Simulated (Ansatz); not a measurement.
The system is Rh.

```
CELL_PARAMETERS angstrom
0.00000 1.89785 1.89785
1.89785 0.00000 1.89785
1.89785 1.89785 0.00000
ATOMIC_POSITIONS crystal
Rh 0.00000 0.00000 0.00000
```

| Item | Value |
| --- | --- |
| Program | Ansatz 0.2.0 |
| Task | relaxation of cell and atoms |
| Functional | PBEsol |
| Dispersion | D4 |
| Potentials or basis | all-electron LAPW, scalar-relativistic |
| Basis error allowed | 0.001 eV/atom |
| k mesh | 12 × 12 × 12 |
| Occupations | fermi-dirac, width 0.05 eV |
| Spin | no spin polarisation |

At the start: volume 13.67 Å³/atom.

Question: Where does the relaxation end?

Answer: Over 5 steps the energy falls by 11.7 meV/atom and the volume is 13.26 Å³/atom (-3.0 %); space group Fm-3m (No. 225, to 0.05 Å).

Step by step:
| step | energy change (eV) | largest force (eV/Å) | volume (Å³) |
| --- | --- | --- | --- |
| 1 | 0.0000 | 0.0000 | 13.67 |
| 2 | -0.0021 | 0.0000 | 12.91 |
| 3 | -0.0116 | 0.0000 | 13.28 |
| 4 | -0.0117 | 0.0000 | 13.26 |
| 5 | -0.0117 | 0.0000 | 13.26 |

Final structure:
```
Rh
1.0
     0.00000    1.87876    1.87876
     1.87876    0.00000    1.87876
     1.87876    1.87876    0.00000
Rh
1
Direct
  0.00000 0.00000 0.00000
```
